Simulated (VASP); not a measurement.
Here is a VASP 6.6.1 calculation.

INCAR

```
PREC     = Accurate       # precision mode
ENCUT    = 600            # plane-wave cutoff, eV
EDIFF    = 1E-6           # SCF threshold, eV
ISMEAR   = 0              # smearing method
SIGMA    = 0.1            # smearing width, eV
LREAL    = F              # projectors in reciprocal space
LASPH    = T              # aspherical terms in the spheres
NELM     = 60             # most SCF steps
ALGO     = Normal         # electronic algorithm
ISIF     = 3              # what is computed and relaxed
LWAVE    = F              # write WAVECAR
LCHARG   = F              # write CHGCAR
GGA      = PE             # functional
IBRION   = 2              # ionic algorithm
NSW      = 100            # ionic steps
EDIFFG   = -0.005         # ionic threshold
```

KPOINTS

```
regular mesh
0
Gamma
  18 18 18
```

File POSCAR:

```
W
1.0
    0.0000000000      2.0300000000      2.0300000000
    2.0300000000      0.0000000000      2.0300000000
    2.0300000000      2.0300000000      0.0000000000
W
1
Direct
    0.0000000000      0.0000000000      0.0000000000
```

Potentials or basis: VASP PAW PBE potentials, release 64 (W_sv).

Launch:

```console
$ cat potpaw_PBE.64/W_sv/POTCAR > POTCAR
$ mpirun -np 1 vasp_std > vasp.out
```

(1) Predict the band gap on the k mesh.

(2) Estimate the space group after relaxing (to 0.05 Å).

(3) What does it give for the relaxed cell?

## Answers

(1) none (metal or under the smearing width).

(2) Fm-3m (No. 225).

(3) a = 2.856 Å, b = 2.856 Å, c = 2.856 Å, α = 60.00°, β = 60.00°, γ = 60.00°.
